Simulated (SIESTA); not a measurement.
## Au under changes of volume

One of the cells (16.855 Å³/atom); the others are scaled copies at fixed shape and fractional positions:

```xyz
1
Lattice="0.0000 2.0350 2.0350 2.0350 0.0000 2.0350 2.0350 2.0350 0.0000" Properties=species:S:1:pos:R:3 pbc="T T T"
Au    0.0000    0.0000    0.0000
```

| Item | Value |
| --- | --- |
| Program | SIESTA 5.4.2 |
| Functional | PBE |
| Potentials or basis | PseudoDojo 0.4 standard (PBE files) |
| Basis | TZDP (energy shift 0.003 Ry; two zetas on semicore shells) |
| Grid cutoff | 800 Ry |
| Energy shift | 0.003 Ry |
| k mesh | 11 × 11 × 11 |
| Occupations | fermi-dirac, width 0.05 eV |
| Spin | no spin polarisation |

```tsv
volume (Å³/atom)	energy over the lowest point (meV/atom)	pressure (GPa)
15.843	?	?
16.181	107.83	21.2
16.518	68.34	16.2
16.855	38.90	11.7
17.192	18.65	7.7
17.529	5.93	4.3
17.866	0.00	1.3
```

Problem. What does the run at 15.843 Å³/atom give?

Solution. Energy over the lowest point 158.27 meV/atom; pressure 26.9 GPa.

Worked out: A Birch-Murnaghan fit of order 3 (a polynomial in V^(-2/3)) to the other rows has its minimum at 18.04 Å³/atom, just outside them, with B0 = V·E''(V) = 137 GPa and B' = 6.8. It gives 159.36 meV/atom at 15.843 Å³/atom, against the run's 158.27, and -dE/dV = 27.5 GPa, against 26.9.

Energies are extrapolated to zero smearing.

Caveats: short orbitals over semicore shells can move pressures by several GPa; the basis of atomic orbitals isn't converged, which shifts pressures, moduli and gaps.
